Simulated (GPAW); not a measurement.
# B K-edge XANES of BP (F-43m), part 2 of 4

Aim: the dependence of the B K near-edge features of BP (F-43m) on volume.

GPAW 26.7.0; X-ray absorption from dipole matrix elements to empty bands, plane-wave PAW LDA.

So far. Step 2 (Ground state of the crystal): The mesh shows a gap of 1.21 eV, so the hole is first treated in a charged cell, without the excited electron.

**4. Spectrum with FCH, B atom 2**

The holes are 5.6 Å apart. In GPAW the data set carries the hole's charge, so charge=0 means a charged cell and charge=-1 a neutral one. The excited electron is left out and a uniform background balances the charge. After the field has converged, empty bands are computed with the density fixed and the dipole matrix elements are summed.

The absorber has 4 P at 1.97 Å (tetrahedral, site symmetry -43m).

File xas.py:

```python
import numpy as np
from ase import Atoms
from ase.parallel import parprint, paropen
from gpaw import GPAW, PW, FermiDirac, Mixer, MixerDif, setup_paths
from gpaw.test import gen
setup_paths.insert(0, '.')
gen('B', name='fch1s', xcname='LDA', corehole=(1, 0, 1), write_xml=True)
from gpaw.mpi import world
world.barrier()

atoms = Atoms('P6B6',
    cell=[[2.269, 4.538, 2.269],
     [4.538, -2.269, -2.269],
     [2.269, 2.269, -4.538]],
    scaled_positions=[[0.125, 0.375, 0.625],
     [0.625, 0.54166667, 0.79166667],
     [0.125, 0.70833333, 0.95833333],
     [0.625, 0.875, 0.125],
     [0.125, 0.04166667, 0.29166667],
     [0.625, 0.20833333, 0.45833333],
     [0, 0, 0],
     [0.5, 0.16666667, 0.16666667],
     [0, 0.33333333, 0.33333333],
     [0.5, 0.5, 0.5],
     [0, 0.66666667, 0.66666667],
     [0.5, 0.83333333, 0.83333333]],
    pbc=True)
atoms.calc = calc = GPAW(legacy_gpaw=True, mode=PW(430, force_complex_dtype=True), xc='LDA', setups={6: 'fch1s'},
    kpts={'size': (3, 4, 4), 'gamma': True}, occupations=FermiDirac(0.02),
    charge=0, mixer=Mixer(0.1, 5, 50), maxiter=150,
    convergence={'density': 0.0001, 'eigenstates': 1e-6}, txt='scf.txt')
energy = atoms.get_potential_energy() + calc.get_reference_energy()
ef = calc.get_fermi_level()
out = dict(energy=energy, fermi=ef, forces=atoms.get_forces().tolist())
parprint(f'all-electron energy {energy:.4f} eV, Fermi level {ef:.4f} eV')
ev = np.array([[calc.get_eigenvalues(k, s) for k in range(len(calc.get_ibz_k_points()))] for s in range(calc.get_number_of_spins())])
out['homo'], out['lumo'], out['counts'] = ev[ev < ef].max(), ev[ev > ef].min(), sorted(set((ev < ef).sum((0, 2)).tolist()))
out['filled'] = (ev[:, 0] < ef).sum(1).tolist()

from ase.units import Ha
from gpaw.xas import dipole_matrix_elements
nb = int(calc.get_number_of_electrons() / 2) + 86
top, nb = nb, nb + 8 + nb // 12
nscf = calc.fixed_density(kpts={'size': (5, 5, 5), 'gamma': True}, nbands=nb,
    convergence={'bands': top, 'eigenstates': 5e-3}, maxiter=60, txt='nscf.txt')
cell = atoms.cell.array
ops = [cell.T @ U.T @ np.linalg.inv(cell.T) for U in nscf.wfs.kd.symmetry.op_scc]
filled = [24]  # bands filled in the ground state, by spin
E = np.arange(-6, 34, 0.1)
fwhm = np.interp(E, [4, 25], [0.9, 3.5])
Y, X, zero, highest = 0, 0, 1e9, 1e9
for spin in range(nscf.get_number_of_spins()):
    wfs = nscf.wfs
    mine = wfs.bd.get_slice()  # this rank's bands
    A = dipole_matrix_elements(wfs.setups[6])
    eps = np.zeros((wfs.kd.nibzkpts, nb))
    d = np.zeros((3, A.shape[1], wfs.kd.nibzkpts, nb), complex)
    for kpt in wfs.kpt_u:
        if kpt.s == spin and 6 in kpt.P_ani:
            eps[kpt.k, mine] = kpt.eps_n * Ha
            d[:, :, kpt.k, mine] = (kpt.weight * wfs.nspins / 2) ** 0.5 * np.inner(A, kpt.P_ani[6])
    world.sum(eps)
    world.sum(d)
    T = np.einsum('amkn,bmkn->abkn', d, d.conj()).real
    T = sum(np.einsum('ai,ijkn,bj->abkn', R, T, R) for R in ops) / len(ops)
    empty = np.ones_like(eps, bool) & (np.arange(nb) >= filled[spin])
    zero, highest = min(zero, eps[empty].min()), min(highest, eps[:, top - 1].min())
    lines = [(eps, T, empty)] if spin == 0 else lines + [(eps, T, empty)]
for eps, T, empty in lines:
    f = np.einsum('aakn->akn', T).reshape(3, -1)
    x = eps.ravel() - zero
    w = np.interp(x, E, fwhm) / 2.35482
    g = np.exp(-0.5 * ((E[:, None] - x) / w) ** 2) / (w * (2 * np.pi) ** 0.5)
    Y = Y + (f * empty.ravel()) @ g.T
    X = X + (f * ~empty.ravel()) @ g.T
out.update(E=E.round(2).tolist(), xas=Y.tolist(), xes=X.tolist(), zero=zero, valid=highest - zero, nk=len(eps), nb=nb)
for i in range(0, len(E), 10):
    parprint(f'{E[i]:7.2f}', *(f'{v:10.3e}' for v in Y[:, i]))
import json
with paropen('out.json', 'w') as f:
    json.dump(out, f)
```

On the command line:

```
OMP_NUM_THREADS=1 mpirun -n 4 gpaw python xas.py
```

Numbers of over 12 decimals in the logs are rounded to 6 here.

Output:

```text
Input parameters:
  convergence: {density: 0.0001,
                eigenstates: 1e-06}
  kpts: {gamma: True,
         size: (3, 4, 4)}
  maxiter: 150
  mixer: {backend: pulay,
          beta: 0.1,
          method: separate,
          nmaxold: 5,
          weight: 50}
  mode: {ecut: 430.0,
         force_complex_dtype: True,
         name: pw}
  occupations: {fixmagmom: False,
                name: fermi-dirac,
                width: 0.02}
  setups: {6: fch1s}

Initialize ...

[... PAW data sets ...]

Reference energy: -59406.466641  # eV

Spin-paired calculation

[... convergence settings ...]
Symmetries present (total): 2
  [... symmetry matrices ...]

48 k-points: 3 x 4 x 4 Monkhorst-Pack grid + [0.000000,1/8,1/8]
17 k-points in the irreducible part of the Brillouin zone
       k-points in crystal coordinates                weights
   0:     0.00000000    0.00000000    0.00000000          1/48
   1:     0.00000000    0.25000000   -0.25000000          2/48
   2:     0.00000000    0.25000000    0.00000000          4/48
   3:     0.00000000    0.25000000    0.25000000          2/48
   4:     0.00000000    0.50000000    0.00000000          2/48
   5:     0.00000000    0.50000000    0.25000000          4/48
   6:     0.00000000    0.50000000    0.50000000          1/48
   7:     0.33333333   -0.25000000    0.25000000          2/48
   8:     0.33333333    0.00000000    0.00000000          2/48
   9:     0.33333333    0.00000000    0.25000000          4/48
          ...
  16:     0.33333333    0.50000000    0.50000000          2/48

Wave functions: Plane wave expansion
  Cutoff energy: 430.000 eV
  Number of coefficients (min, max): 2815, 2851
  Pulay-stress correction: 0.000000 eV/Ang^3 (de/decut=0.000000)
  Using FFTW library
  Wavefunction extrapolation:
    Improved wavefunction reuse through dual PAW basis

Occupation numbers: Fermi-Dirac:
  width: 0.0200  # eV

Eigensolver
   Davidson(niter=2)

Densities:
  Coarse grid: 27*27*27 grid
  Fine grid: 54*54*54 grid
  Total Charge: 1.000000

Density mixing:
  Method: separate
  Backend: pulay
  Linear mixing parameter: 0.1
  old densities: 5
  Width of damping distribution: 1.1
  Damping of long wavelength oscillations: 50

[... Hamiltonian set-up ...]
Number of atoms: 12
Number of atomic orbitals: 48
Number of bands in calculation: 33
Number of valence electrons: 48
Bands to converge: occupied

... initialized

Initializing position-dependent things.

Density initialized from atomic densities
Creating initial wave functions:
  33 bands from LCAO basis set

               B  P
       B
           P        B P
                        P
             B
                 P        B

                   B  P

Atomic positions and initial magnetic moments

Positions:
   0 P      3.403500    1.134500   -3.403500    ( 0.0000,  0.0000,  0.0000)
   1 P      5.672500    3.403500   -3.403500    ( 0.0000,  0.0000,  0.0000)
   2 P      5.672500    1.134500   -5.672500    ( 0.0000,  0.0000,  0.0000)
   3 P      5.672500    1.134500   -1.134500    ( 0.0000,  0.0000,  0.0000)
   4 P      1.134500    1.134500   -1.134500    ( 0.0000,  0.0000,  0.0000)
   5 P      3.403500    3.403500   -1.134500    ( 0.0000,  0.0000,  0.0000)
   6 B      0.000000    0.000000    0.000000    ( 0.0000,  0.0000,  0.0000)
   7 B      2.269000    2.269000   -0.000000    ( 0.0000,  0.0000,  0.0000)
   8 B      2.269000   -0.000000   -2.269000    ( 0.0000,  0.0000,  0.0000)
   9 B      4.538000    2.269000   -2.269000    ( 0.0000,  0.0000,  0.0000)
  10 B      4.538000    0.000000   -4.538000    ( 0.0000,  0.0000,  0.0000)
  11 B      6.807000    2.269000   -4.538000    ( 0.0000,  0.0000,  0.0000)

Unit cell:
           periodic     x           y           z      points  spacing
  1. axis:    yes    2.269000    4.538000    2.269000    27     0.1941
  2. axis:    yes    4.538000   -2.269000   -2.269000    27     0.1705
  3. axis:    yes    2.269000    2.269000   -4.538000    27     0.1705

  Lengths:   5.557892   5.557892   5.557892
  Angles:   60.000000  80.405932  99.594068

Effective grid spacing dv^(1/3) = 0.1924

iter:   1  -118.510497
iter:   2  -113.635050   -1.25  -0.65
iter:   3  -108.946515   -0.93  -0.73
iter:   4  -108.459156   -1.71  -1.01
iter:   5  -108.357607   -1.92  -1.24
iter:   6  -108.349661   -2.26  -1.54
iter:   7  -108.312986   -2.91  -1.95
iter:   8  -108.312557   -4.60  -2.22
iter:   9  -108.311098c  -3.82  -2.26
iter:  10  -108.310042c  -3.97  -2.67
iter:  11  -108.309770c  -5.22  -2.90
iter:  12  -108.309723c  -5.40  -3.12
iter:  13  -108.309674c  -5.51  -3.29
iter:  14  -108.309669c  -6.07c -3.35
iter:  15  -108.309679c  -5.70  -3.43
iter:  16  -108.309656c  -6.08c -3.51
iter:  17  -108.309656c  -7.38c -4.33c

Converged after 17 iterations.

Dipole moment: (-6.330410, -9.323166, -6.330410) |e|*Ang

Energy contributions relative to reference atoms: (reference = -59406.466641)

Kinetic:        +43.414017
Potential:      -59.675336
External:        +0.000000
XC:             -91.906712
Entropy (-ST):   -0.000000
Local:           -0.141626
SIC:             +0.000000
--------------------------
Free energy:   -108.309656
Extrapolated:  -108.309656

Showing only first 2 kpts
 Kpt  Band  Eigenvalues  Occupancy
  0    22      7.83211    2.00000
  0    23      7.84662    2.00000
  0    24     10.16775    0.00000
  0    25     10.68565    0.00000

  1    22      6.70301    2.00000
  1    23      6.76934    2.00000
  1    24     10.12754    0.00000
[...]
Fermi level: 8.29020

Gap: 1.313 eV
Transition (v -> c):
  (s=0, k=0, n=23, [0.00, 0.00, 0.00]) -> (s=0, k=6, n=24, [0.00, 0.50, 0.50])
Direct/indirect transitions are different
Direct gap: 1.862 eV
Transition at: (s=0, k=6, n=23, [0.00, 0.50, 0.50])

Forces in eV/Ang:
  0 P    -0.28604    0.55542   -0.28604
  1 P    -0.17949   -0.12232   -0.16884
  2 P     0.74946   -0.19865   -0.36455
  3 P     0.27506    0.16668    0.27506
  4 P    -0.36455   -0.19865    0.74946
  5 P    -0.16884   -0.12232   -0.17949
  6 B    -0.06022   -0.00262   -0.06022
  7 B     0.08866    0.03284    0.36019
  8 B    -0.25184   -0.27728   -0.22336
  9 B     0.06096    0.41142    0.06096
 10 B    -0.22336   -0.27728   -0.25184
 11 B     0.36019    0.03284    0.08866
Scalar-relativistic atomic LDA calculation for B (Boron, Z=5)
Core hole in 1s state (1s occupation: 1.0)
300 radial gridpoints.
|------------------------------------------------|
|------------------------------------------------|
[... the atom generator's iteration count ...]

Energy contributions:
-------------------------
Kinetic:      +16.693400
XC:            -2.260601
Potential:    -31.255183
-------------------------
Total:        -16.822384

state      eigenvalue         ekin         rmax
-----------------------------------------------
1s^1.0 :    -8.526766    11.791826        0.204
2s^2.0 :    -0.864526     1.675176        1.279
2p^1.0 :    -0.653666     1.551222        1.105
-----------------------------------------------
(units: Bohr and Hartree)

Generating PAW setup
Kinetic energy of the core from tauc = 11.795725
Cutoffs:
rc(s)=1.200
rc(p)=1.200
rc(d)=1.200
rc(vbar)=1.080
rc(comp)=1.200
rc(nct)=1.200

Kinetic energy of the core states: 11.791826
Charge: 1.0
Core electrons: 1.0
Valence electrons: 3.0
Pseudo-core charge: 0.037612
Shape function alpha=6.944
Pseudo-electron charge 3.041132
state    eigenvalue         norm
--------------------------------
2s(2) :    -0.864526     1.030522
*s    :     0.135474
2p(1) :    -0.653666     0.942475
*p    :     0.346334
*d    :     0.000000
--------------------------------

Diagonalizing with gridspacing h=0.050

state   all-electron     PAW
-------------------------------
2s:      -0.864526    -0.865247
2p:      -0.653666    -0.654690
*d:                   -0.075592
*f:                   -0.015154
-------------------------------
all-electron energy -59514.7763 eV, Fermi level 8.2902 eV
[...]
31.00  2.699e-04  2.657e-04  2.699e-04
  32.00  2.361e-04  2.337e-04  2.361e-04
  33.00  1.932e-04  1.913e-04  1.932e-04
```

It took 52 s on 4 MPI ranks of Intel Xeon Platinum 8488C (Sapphire Rapids), shared host; peak memory 0.34 GiB.

The B K spectrum, B atom 2, full core hole (charged cell) (energy from the lowest empty level; intensity scaled to a mean of 1 over the first 20 eV):

```
E (eV)  intensity
 -2.00       0.00
 -1.25       0.00
 -0.50       0.01
  0.25       0.23
  1.00       0.97
  1.75       1.61
  2.50       1.83
  3.25       1.47
  4.00       1.47
  4.75       1.30
  5.50       1.25
  6.25       1.37
  7.00       1.36
  7.75       1.26
  8.50       1.14
  9.25       1.00
 10.00       0.98
 10.75       1.02
 11.50       0.97
 12.25       0.82
 13.00       0.65
 13.75       0.59
 14.50       0.66
 15.25       0.83
 16.00       0.90
 16.75       0.79
 17.50       0.63
 18.25       0.54
 19.00       0.52
 19.75       0.52
 20.50       0.52
 21.25       0.51
 22.00       0.48
 22.75       0.45
 23.50       0.42
 24.25       0.43
 25.00       0.46
 25.75       0.51
 26.50       0.56
```

Main maxima below 24 eV (height): 2.4 eV (1.84), 6.6 eV (1.40), 10.8 eV (1.02) and 15.9 eV (0.90). A K edge sees empty p states on the absorber.

The hole costs E(hole) − E(ground) = 182.60 eV, and the lowest empty level of the hole cell on the spectrum's mesh lies at 9.06 eV, which puts the zero at 191.65 eV. One term is added: -5.56 eV, since the hole is spin-paired here and a spin-polarised one costs that much less in the free atom (computed apart). The photon energy is then 186.09 eV. The functional and the charged cell's background leave an error in such absolute values: in the free atom LDA prices this hole 2.2 eV below PBE (computed apart), and PBE is itself good to a few eV.

**5. Reference energy of the supercell**

The cell changes for the next run, so it gets a reference energy of its own.

The cell differs from the one that the last finished run ended in (a 5.558 → 5.444 Å, b 5.558 → 5.444 Å, c 5.558 → 5.444 Å).

File scf.py:

```python
import numpy as np
from ase import Atoms
from ase.parallel import parprint, paropen
from gpaw import GPAW, PW, FermiDirac, Mixer, MixerDif, setup_paths
from gpaw.test import gen
setup_paths.insert(0, '.')
gen('B', name='nch1s', xcname='LDA', corehole=(1, 0, 0), write_xml=True)
from gpaw.mpi import world
world.barrier()

atoms = Atoms('P6B6',
    cell=[[2.22268088, 4.44536176, 2.22268088],
     [4.44536176, -2.22268088, -2.22268088],
     [2.22268088, 2.22268088, -4.44536176]],
    scaled_positions=[[0.125, 0.375, 0.625],
     [0.625, 0.54166667, 0.79166667],
     [0.125, 0.70833333, 0.95833333],
     [0.625, 0.875, 0.125],
     [0.125, 0.04166667, 0.29166667],
     [0.625, 0.20833333, 0.45833333],
     [0, 0, 0],
     [0.5, 0.16666667, 0.16666667],
     [0, 0.33333333, 0.33333333],
     [0.5, 0.5, 0.5],
     [0, 0.66666667, 0.66666667],
     [0.5, 0.83333333, 0.83333333]],
    pbc=True)
atoms.calc = calc = GPAW(legacy_gpaw=True, mode=PW(430, force_complex_dtype=True), xc='LDA', setups={6: 'nch1s'},
    kpts={'size': (3, 4, 4), 'gamma': True}, occupations=FermiDirac(0.02),
    charge=0, mixer=Mixer(0.1, 5, 50), maxiter=150,
    convergence={'density': 0.0001, 'eigenstates': 1e-6}, txt='scf.txt')
energy = atoms.get_potential_energy() + calc.get_reference_energy()
ef = calc.get_fermi_level()
out = dict(energy=energy, fermi=ef, forces=atoms.get_forces().tolist())
parprint(f'all-electron energy {energy:.4f} eV, Fermi level {ef:.4f} eV')
ev = np.array([[calc.get_eigenvalues(k, s) for k in range(len(calc.get_ibz_k_points()))] for s in range(calc.get_number_of_spins())])
out['homo'], out['lumo'], out['counts'] = ev[ev < ef].max(), ev[ev > ef].min(), sorted(set((ev < ef).sum((0, 2)).tolist()))
out['filled'] = (ev[:, 0] < ef).sum(1).tolist()
import json
with paropen('out.json', 'w') as f:
    json.dump(out, f)
```

On the command line:

```
OMP_NUM_THREADS=1 mpirun -n 4 gpaw python scf.py
```

Output:

```text
Input parameters:
  convergence: {density: 0.0001,
                eigenstates: 1e-06}
  kpts: {gamma: True,
         size: (3, 4, 4)}
  maxiter: 150
  mixer: {backend: pulay,
          beta: 0.1,
          method: separate,
          nmaxold: 5,
          weight: 50}
  mode: {ecut: 430.0,
         force_complex_dtype: True,
         name: pw}
  occupations: {fixmagmom: False,
                name: fermi-dirac,
[...]
--------------------------------
2s(2) :    -0.344821     1.005361
*s    :     0.655179
2p(1) :    -0.136481     0.982498
*p    :     0.863519
*d    :     0.000000
--------------------------------

Diagonalizing with gridspacing h=0.050

state   all-electron     PAW
-------------------------------
2s:      -0.344821    -0.345234
2p:      -0.136481    -0.136840
*d:                    0.041809
*f:                    0.072211
-------------------------------
all-electron energy -59697.3506 eV, Fermi level 9.4324 eV
[key lines of the parts left out:]
Converged after 13 iterations.
Dipole moment: (-6.175906, -9.192185, -6.175906) |e|*Ang
Free energy:    -86.030051
Fermi level: 9.43244
```

It took 12 s on 4 MPI ranks; peak memory 0.23 GiB; 46 s of CPU time.

Reference energy: -59697.351 eV with the cores included.

**6. Spectrum with FCH, B atom 2**

Shorter bonds are expected to push antibonding states and scattering resonances up, and longer ones down; the cell is scaled to test that.

Changed against the first core-hole run: volume scale from 1 to 0.94.

Edit xas.py of step 4 so:

```diff
@@ -11,5 +11,5 @@
 atoms = Atoms('P6B6',
-    cell=[[2.269, 4.538, 2.269],
-     [4.538, -2.269, -2.269],
-     [2.269, 2.269, -4.538]],
+    cell=[[2.22268088, 4.44536176, 2.22268088],
+     [4.44536176, -2.22268088, -2.22268088],
+     [2.22268088, 2.22268088, -4.44536176]],
     scaled_positions=[[0.125, 0.375, 0.625],
@@ -41,3 +41,3 @@
 from gpaw.xas import dipole_matrix_elements
-nb = int(calc.get_number_of_electrons() / 2) + 86
+nb = int(calc.get_number_of_electrons() / 2) + 81
 top, nb = nb, nb + 8 + nb // 12
```

On the command line:

```
OMP_NUM_THREADS=1 mpirun -n 4 gpaw python xas.py
```

Output:

```text
Input parameters:
  convergence: {density: 0.0001,
                eigenstates: 1e-06}
  kpts: {gamma: True,
         size: (3, 4, 4)}
  maxiter: 150
  mixer: {backend: pulay,
          beta: 0.1,
          method: separate,
          nmaxold: 5,
          weight: 50}
  mode: {ecut: 430.0,
         force_complex_dtype: True,
         name: pw}
  occupations: {fixmagmom: False,
                name: fermi-dirac,
[...]
*p    :     0.346334
*d    :     0.000000
--------------------------------

Diagonalizing with gridspacing h=0.050

state   all-electron     PAW
-------------------------------
2s:      -0.864526    -0.865247
2p:      -0.653666    -0.654690
*d:                   -0.075592
*f:                   -0.015154
-------------------------------
all-electron energy -59515.7878 eV, Fermi level 9.0780 eV
[...]
32.00  2.592e-04  2.536e-04  2.592e-04
  33.00  2.153e-04  2.098e-04  2.153e-04
[key lines of the parts left out:]
Converged after 18 iterations.
Dipole moment: (-6.281022, -9.499904, -6.281022) |e|*Ang
Free energy:   -109.321131
Fermi level: 9.07799
```

The job ended after 48 s (4 MPI ranks; peak memory 0.33 GiB).

```
E (eV)  first run  this run
  -2.0       0.00      0.00
  -1.0       0.00      0.00
   0.0       0.10      0.07
   1.0       0.97      0.75
   2.0       1.74      1.50
   3.0       1.57      1.51
   4.0       1.47      1.33
   5.0       1.24      1.20
   6.0       1.33      1.20
   7.0       1.36      1.40
   8.0       1.23      1.31
   9.0       1.04      1.19
  10.0       0.98      1.04
  11.0       1.01      1.04
  12.0       0.88      0.99
  13.0       0.65      0.82
  14.0       0.60      0.62
  15.0       0.78      0.60
  16.0       0.90      0.81
  17.0       0.73      0.95
  18.0       0.56      0.78
  19.0       0.52      0.57
  20.0       0.52      0.50
  21.0       0.52      0.51
  22.0       0.48      0.51
  23.0       0.44      0.48
  24.0       0.42      0.44
  25.0       0.46      0.43
  26.0       0.53      0.46
```

The scaled spectrum changes by 13 % r.m.s. The highest intensity below 16 eV goes from 2.4 eV (1.84) to 2.5 eV (1.68).

The photon energy of the zero moves by -0.30 eV.

(Continued in part 3 of 4.)

[Banner, clock and machine lines of the logs are left out without a mark of their own.]

[Logs are printed without paths, hosts, clocks, repeated set-up lines and the standing remarks that a program may print on its own settings, such as how far it seeks lower states.]

[Hosts, paths, dates, database ids (printed as entryN), source tags and the programs' standing remarks are cut or masked in the printed files.]

[Lists of maxima count a maximum above −3 eV only where it reaches 4 % of the highest in the window and stands out from its surroundings by 2 % of it (1.5 % where it reaches 55 %); shoulders and weaker maxima are passed over, and of the rest the first, up to two pre-edge ones and the few strongest are named.]
